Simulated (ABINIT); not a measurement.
MoS2:

```
Mo S
1.0
     3.16900    0.00000    0.00000
    -1.58450    2.74443    0.00000
     0.00000    0.00000   12.32400
Mo S
2 4
Direct
  0.66667 0.33333 0.75000
  0.33333 0.66667 0.25000
  0.66667 0.33333 0.37700
  0.33333 0.66667 0.87700
  0.66667 0.33333 0.12300
  0.33333 0.66667 0.62300
```

| Item | Value |
| --- | --- |
| Program | ABINIT 10.8.3 (patched build) |
| Task | relaxation of cell and atoms |
| Functional | PBEsol |
| Potentials or basis | JTH PAW PBE v2.0 |
| Cutoff | 544 eV |
| k mesh | 5 × 5 × 2 |
| Occupations | fermi-dirac, width 0.05 eV |
| Spin | no spin polarisation |

At the start: pressure -2.7 GPa; volume 17.86 Å³/atom.

Task: Where does the relaxation end?

Result: Over 12 steps the energy falls by 3.7 meV/atom and the volume is 17.88 Å³/atom (+0.1 %); space group P6_3/mmc (No. 194, to 0.05 Å).

The path:
```csv
step,energy change (eV),largest force (eV/Å),pressure (GPa),volume (Å³)
1,0.0000,0.2850,-2.67,107.18
2,-0.0132,0.1085,-1.18,106.31
3,-0.0173,0.0220,0.09,105.57
4,-0.0179,0.0150,0.17,105.51
5,-0.0189,0.0372,0.16,105.49
6,-0.0191,0.0457,0.12,105.54
7,-0.0198,0.0777,-0.10,105.94
8,-0.0207,0.0848,-0.23,106.48
9,-0.0216,0.0525,-0.21,107.09
10,-0.0219,0.0174,-0.08,107.27
11,-0.0219,0.0019,-0.01,107.28
12,-0.0219,0.0001,0.00,107.27
```

Final structure:
```yaml
crystal:
  lattice:
    - [3.14410, 0.00000, 0.00000]
    - [-1.57205, 2.72287, 0.00000]
    - [0.00000, 0.00000, 12.52961]
  atoms:
    - { symbol: Mo, position: [0.66667, 0.33333, 0.75000] }
    - { symbol: Mo, position: [0.33333, 0.66667, 0.25000] }
    - { symbol: S, position: [0.66667, 0.33333, 0.37451] }
    - { symbol: S, position: [0.33333, 0.66667, 0.87451] }
    - { symbol: S, position: [0.66667, 0.33333, 0.12549] }
    - { symbol: S, position: [0.33333, 0.66667, 0.62549] }
```

Caveat: the k mesh is coarse (spacing up to 0.46 Å⁻¹), so the values aren't converged; the PAW data sets were made with another functional, which shifts forces and pressure a little; this functional lacks dispersion, which binds the layers, so the pressure and a relaxed spacing across them are unreliable.
